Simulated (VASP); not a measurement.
# P: convergence, self-consistent run

P, Cmce (no. 64), 4 atoms in the cell. PBE with D2; PAW potentials P (PBE set). VASP 6.6.1.

Wanted: energy within 2 meV/atom; pressure within 0.1 GPa.

POSCAR:
```
P
1.0
    1.6477431241     -5.4650377251      0.0000000000
    1.6477431241      5.4650377251      0.0000000000
    0.0000000000      0.0000000000      4.5436355900
P
4
Direct
    0.9041431300      0.0958568700      0.5888151700
    0.0958568700      0.9041431300      0.4111848300
    0.5958568700      0.4041431300      0.0888151700
    0.4041431300      0.5958568700      0.9111848300
```

## Inputs of the D2 term

| Inputs of the D2 term | Energy less reference (meV/atom) | Pressure (GPa) | SCF iterations | Time (s) |
|---|---|---|---|---|
| default | 0.0 | 0.66 | 13 | 43 |
| VDW_RADIUS = 15 | 1.8 | 0.69 | 13 | 43 |
| VDW_RADIUS = 25 | 0.3 | 0.67 | 13 | 43 |
| VDW_RADIUS = 80 | 0.0 | 0.66 | 13 | 43 |
| VDW_S6 = 0.6 | 38.5 | 0.88 | 13 | 42 |
| VDW_D = 15.0 | 0.2 | 0.40 | 13 | 44 |
| VDW_D = 30.0 | -3.5 | 1.15 | 13 | 43 |
| VDW_C6 = 7.840, VDW_R0 = 1.705 | 0.0 | 0.66 | 13 | 43 |
| VDW_C6 = 9.408, VDW_R0 = 1.705 | -38.5 | 0.44 | 13 | 45 |
| VDW_C6 = 6.272, VDW_R0 = 1.705 | 38.5 | 0.88 | 13 | 46 |

## Question

For each series: keep the first row unless others stay within half of the tolerance and take at least 30 % less time, and then take the fastest.

## Answer

- inputs of the D2 term: default

## The input

INCAR:
```
SYSTEM = P
ALGO     = Normal         ! electronic algorithm
EDIFF    = 1E-7           ! SCF threshold, eV
ENCUT    = 520            ! plane-wave cutoff, eV
ISIF     = 2              ! what is computed and relaxed
ISMEAR   = 0              ! smearing method
IVDW     = 1              ! dispersion correction
LASPH    = .True.         ! aspherical terms in the spheres
LCHARG   = .False.        ! write CHGCAR
LREAL    = .False.        ! projectors in reciprocal space
LWAVE    = .False.        ! write WAVECAR
NELM     = 100            ! most SCF steps
PREC     = Accurate       ! precision mode
SIGMA    = 0.02           ! smearing width, eV
```

KPOINTS:
```
k-points
0
Gamma
  6 6 4
```

Commands:
```
cat potpaw_PBE.64/P/POTCAR > POTCAR
mpirun -np 1 vasp_std > vasp.out
```

The chosen input took VASP 6.6.1 43 s on 1 core (Intel Xeon Platinum 8259CL @ 2.50GHz (Skylake/Cascade Lake)), a shared host.
